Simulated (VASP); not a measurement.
This VASP 6.6.1 run on Ba needs a look.

Contents of INCAR:

```
SYSTEM = Ba
PREC = Accurate ; ENCUT = 520
EDIFF = 1E-6 ; ISMEAR = -1
SIGMA = 0.05 ; LREAL = .False.
LASPH = .True. ; NELM = 57
ALGO = Normal ; ISIF = 2
LWAVE = .False. ; LCHARG = .False.
LDIPOL = .True. ; IDIPOL = 3
DIPOL = 0.5 0.5 0.500 ; GGA = PE
EFIELD = -0.3 ; LVHAR = .True.
LVACPOTAV = .True. ; IMIX = 1
AMIX = 1.5 ; BMIX = 1E-4
```

KPOINTS

```
Automatic mesh
0
Gamma
  8 8 1
  0 0 0
```

File POSCAR:

```
Ba
1.0
    3.9100000000      0.0000000000      0.0000000000
   -1.9550000000      3.6500000000      0.0000000000
    0.0000000000      0.0000000000     20.7000000000
Ba
2
Direct
    0.0000000000      0.0000000000      0.3623188406
    0.0000000000      0.0000000000      0.6376811594
```

Potentials or basis: VASP PAW PBE potentials, release 64 (Ba_sv).

The run is started by

```sh
$ cat potpaw_PBE.64/Ba_sv/POTCAR > POTCAR
$ mpirun -np 1 vasp_std > vasp.out
```

OUTCAR:

```text
SYSTEM = Ba
   PREC = Accurate
   ENCUT = 520
   EDIFF = 1E-6
   ISMEAR = -1
   LREAL = .False.
   LASPH = .True.
   NELM = 57
   ISIF = 2
   GGA = PE
   IMIX = 1
   AMIX = 1.5

 ion  position               nearest neighbor table
   1  0.000  0.000  0.362-
   2  0.000  0.000  0.638-

  LATTYP: Found a base centered orthorhombic cell.
 ALAT       =     3.9100000000
 B/A-ratio  =     1.8670076726
 C/A-ratio  =     5.2941176471
[... 185 lines left out ...]

  FORCE on cell =-STRESS in cart. coord.  units (eV):
  Direction    XX          YY          ZZ          XY          YZ          ZX
  --------------------------------------------------------------------------------------
  -------------------------------------------------------------------------------------
  Total     4898.7901120   4866.6122776  -5574.7284771      0.0000000      0.0000000      0.0000000
  in kB    26568.0357914  26393.5229347 -30233.9112963      0.0000000      0.0000000      0.0000000
  external PRESSURE =    7575.8824766 kB  Pullay stress =       0.0000000 kB

 VOLUME and BASIS-vectors are now :
 -----------------------------------------------------------------------------
  energy-cutoff  :      520.00
  volume of cell :      295.42
      direct lattice vectors                 reciprocal lattice vectors
     3.910000000  0.000000000  0.000000000     0.255754476  0.136986301  0.000000000
    -1.955000000  3.650000000  0.000000000     0.000000000  0.273972603  0.000000000
     0.000000000  0.000000000 20.700000000     0.000000000  0.000000000  0.048309179

 POSITION                                       TOTAL-FORCE (eV/Angst)
 -----------------------------------------------------------------------------------
      0.00000      0.00000      7.50000         0.000000      0.000000   -589.276568
      0.00000      0.00000     13.20000         0.000000      0.000000    589.276568
 -----------------------------------------------------------------------------------
    total drift:                                0.000000      0.000000  -3194.560764

  FREE ENERGIE OF THE ION-ELECTRON SYSTEM (eV)
  ---------------------------------------------------
  free  energy   TOTEN  =   -106457.9806122933 eV

  energy  without entropy=  -106457.9770976986  energy(sigma->0) =  -106457.97885500
```

On the terminal:

```text
POSCAR found type information on POSCAR Ba
[... 94 lines left out ...]

 deleting file STOPCAR
```

Problem. What happened, and what is wrong with the input?

Solution. The run was cut off at its time limit. The input holds a flaw that was put in on purpose: mixing far too strong (IMIX = 1; AMIX = 1.5; BMIX = 0.0001).
